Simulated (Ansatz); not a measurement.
# TiSi2: the cost of one run

Program: Ansatz 0.2.0. Level of theory: DFT PBE, scalar-relativistic, plane waves, PAW. These are calculated values, not measurements.

3 further runs of the same task are left out: 1 that didn't finish, 2 set aside as unsound or not needed.

**1. Starting point**

The structure is orthorhombic, space group Fddd (No. 70). Conventional cell: a = 4.808 Å, b = 8.270 Å, c = 8.559 Å, α = 90.00°, β = 90.00°, γ = 90.00°. Ti (site symmetry 222) has 10 Si at 2.56 to 2.79 Å as nearest neighbours. Around Si (site symmetry 2) lie 5 Si at 2.53 to 2.80 Å and 5 Ti at 2.56 to 2.79 Å.

Coordinates:

```xyz
6
Lattice="0.0000 4.1352 4.2796 2.4039 0.0000 4.2796 2.4039 4.1352 0.0000" Properties=species:S:1:pos:R:3 pbc="T T T"
Ti    3.6058    6.2028    6.4194
Ti    2.4039    4.1352    4.2796
Si    1.2019    0.7181    2.1398
Si    1.2019    3.4171    2.1398
Si    2.4039    1.3495    4.2796
Si    2.4039    6.9208    4.2796
```

This cell was relaxed beforehand with the same method: volume 14.18 Å³/atom, gap on the mesh none (metal).

**2. The undisturbed cell**

Input file input.yaml:

```yaml
crystal:
  lattice:
    - [0.0, 4.1351811263, 4.279597607]
    - [2.4038689094, 0.0, 4.279597607]
    - [2.4038689094, 4.1351811263, 0.0]
  atoms:
    - { symbol: Ti, position: [0.75, 0.75, 0.75] }
    - { symbol: Ti, position: [0.5, 0.5, 0.5] }
    - { symbol: Si, position: [0.0868244591, 0.4131755409, 0.0868244591] }
    - { symbol: Si, position: [0.4131755409, 0.0868244591, 0.4131755409] }
    - { symbol: Si, position: [0.1631755409, 0.8368244591, 0.1631755409] }
    - { symbol: Si, position: [0.8368244591, 0.1631755409, 0.8368244591] }
basis:
  ecutwfc: 420
kpoints:
  mp_grid: { grid: [14, 14, 14] }
hamiltonian:
  xc: pbe
scf:
  occupations: { method: gaussian, width: 0.15 }
output:
  forces: true
  stress: true
  eigenvalues: true
```

The run is started by

```
ansatz run input.yaml --threads 2 --pin off --max-ram 5120MiB --backend cpu --events-out ev --progress --plain --runs-dir out
```

What time and memory should one allow on 2 threads of Intel Xeon at 2.70GHz, shared host?

About 26 s, with a peak of 0.93 GiB.
